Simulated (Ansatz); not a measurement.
**Sb (Sb (100), 5 layers): how the settings move a single-point run**

How sensitive is a single-point run of Sb (Sb (100), 5 layers) to its settings? A reference run comes first, then one run with altered input.

Method: reference: DFT, PBE, PAW with Ansatz's default frozen-core files, scalar-relativistic, in Ansatz 0.2.0.

## 1. The starting structure

Symmetry: P4/mmm, No. 123, tetragonal system. The conventional cell has a = 3.388 Å, b = 3.388 Å, c = 25.583 Å, α = 90.00°, β = 90.00°, γ = 90.00°. Sb (site symmetry 4mm) is surrounded by 8 Sb at 3.39 Å. Sb (site symmetry 4mm) is surrounded by 12 Sb at 3.39 Å. Sb (site symmetry 4/mmm) has 12 Sb at 3.39 Å as nearest neighbours.

As a file:

```
Sb
1.0
     3.38805    0.00000    0.00000
     0.00000    3.38805    0.00000
     0.00000    0.00000   25.58290
Sb
5
Direct
  0.00000 0.00000 0.31271
  0.50000 0.50000 0.40635
  0.00000 0.00000 0.50000
  0.50000 0.50000 0.59365
  0.00000 0.00000 0.68729
```

## 2. The reference run

input.yaml reads:

```yaml
crystal:
  lattice:
    - [3.3880510169, 0.0, 0.0]
    - [0.0, 3.3880510169, 0.0]
    - [0.0, 0.0, 25.5829]
  atoms:
    - { symbol: Sb, position: [0.0, 0.0, 0.3127097517] }
    - { symbol: Sb, position: [0.5, 0.5, 0.4063548756] }
    - { symbol: Sb, position: [0.0, 0.0, 0.5] }
    - { symbol: Sb, position: [0.5, 0.5, 0.5936451244] }
    - { symbol: Sb, position: [0.0, 0.0, 0.6872902483] }
kpoints:
  mp_grid: { grid: [10, 10, 1] }
scf:
  occupations: { method: fermi_dirac, width: 0.05 }
hamiltonian:
  xc: pbe
  pseudopotentials: { kind: paw }
output:
  forces: true
  stress: true
  eigenvalues: true
  populations: true
efield:
  axis: 3
  amplitude: 0
  dipole_correction: true
```

Run with:

```bash
> ansatz run input.yaml --threads 2 --pin off --max-ram 4096MiB --backend cpu --events-out ev --progress --plain --runs-dir out
```

## 3. Changing settings: mixing.algorithm anderson, mixing.beta 0.5, mixing.ndim 16

input.yaml: that of step 2 with these lines changed.

```diff
@@ -15,2 +15,3 @@
   occupations: { method: fermi_dirac, width: 0.05 }
+  mixing: { algorithm: anderson, beta: 0.5, ndim: 16 }
 hamiltonian:
@@ -23,2 +24,6 @@
   populations: true
+  write_density: true
+  write_potential: true
+  elf: true
+  volumetric_format: npy
 efield:
```

**Question.** What will these runs give? Wanted: for each run, ending; energy change; gap; force.

The runs gave:

```tsv
run	ending	energy change	gap (eV)	force (eV/Å)	cycles	time
reference	converged	0	0.00	0.37	7	13 s
1: mixing.algorithm anderson, mixing.beta 0.5, mixing.ndim 16	converged	0.0 meV/atom	0.00	0.37	8	14 s
```

Times don't compare one to one where runs were asked for different outputs or read a saved state (see the inputs); cycles may leave out searches for a lower state.

Residual by cycle in the longest SCF loop of each run; runs are numbered as in the table. The quantity is the density residual dr2, in eV.

```tsv
cycle	reference	run 1
1	0.0792	0.0792
2	0.00836	0.0376
3	0.00201	6.8e-4
4	2.2e-5	1.4e-4
5	1.2e-5	1.7e-5
6	4.6e-7	1.6e-6
7	4.0e-8	3.0e-7
8	-	2.3e-8
```

**Reading.** With the changed mixing the energy agrees within 0.5 meV/atom. Semilocal functionals close small gaps, so the missing gap need not be the real solid's.
